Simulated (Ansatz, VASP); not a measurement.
# One calculation of MgO, two programs

Contents of INCAR:

```
SYSTEM = MgO
PREC = Accurate
ENCUT = 520
EDIFF = 1E-6
ISMEAR = 0
SIGMA = 0.05
LREAL = .False.
LASPH = .True.
NELM = 60
ALGO = Normal
ISIF = 2
LWAVE = .False.
LCHARG = .False.
GGA = PE
NBANDS = 11
```

File KPOINTS:

```
Automatic mesh
0
Gamma
  10 10 10
  0 0 0
```

File POSCAR:

```
MgO
1.0
   -0.0533787500      2.1351500000      2.1351500000
    2.1351500000     -0.0533787500      2.1351500000
    2.0817712500      2.0817712500      0.0000000000
Mg O
1 1
Direct
    0.0000000000      0.0000000000      0.0000000000
    0.5000000000      0.5000000000      0.5000000000
```

Input for Ansatz:

```yaml
crystal:
  lattice:
    - [-0.05337875, 2.13515, 2.13515]
    - [2.13515, -0.05337875, 2.13515]
    - [2.08177125, 2.08177125, 0.0]
  atoms:
    - { symbol: Mg, position: [0.0, 0.0, 0.0] }
    - { symbol: O, position: [0.5, 0.5, 0.5] }
basis:
  ecutwfc: 420
kpoints:
  mp_grid: { grid: [10, 10, 10] }
hamiltonian:
  xc: pbe
scf:
  occupations: { method: gaussian, width: 0.05 }
output:
  forces: true
  stress: true
  eigenvalues: true
```

Change from the starting cell: strain -0.0500 x Voigt [0, 0, 0, 0, 0, 1], atoms carried along.

Alike in both runs: task single point; functional PBE; k mesh 10 × 10 × 10; occupations gaussian, width 0.05 eV; no spin polarisation.

|  | VASP | Ansatz |
| --- | --- | --- |
| version | VASP 6.6.1 | Ansatz 0.2.0 |
| potentials or method | VASP PAW PBE potentials, release 64 (Mg, O) | scalar-relativistic, plane waves, PAW |
| plane-wave cutoff (eV) | 520 | 420 |
| valence electrons in the cell | 8 | 16 |

Ansatz gave:

| Property | Result |
| --- | --- |
| gap on the k mesh at the Fermi level (eV) | 4.14 |
| least direct gap on the mesh (eV) | 4.14 |
| pressure (GPa) | -1.6 |
| largest component of the traceless stress (GPa) | 7.00 |

What did VASP give for the same quantities?

gap on the k mesh at the Fermi level (eV): 4.12; least direct gap on the mesh (eV): 4.12; pressure (GPa): -2.3; largest component of the traceless stress (GPa): 7.05.

The two sets of potentials don't hold the same shells in valence.
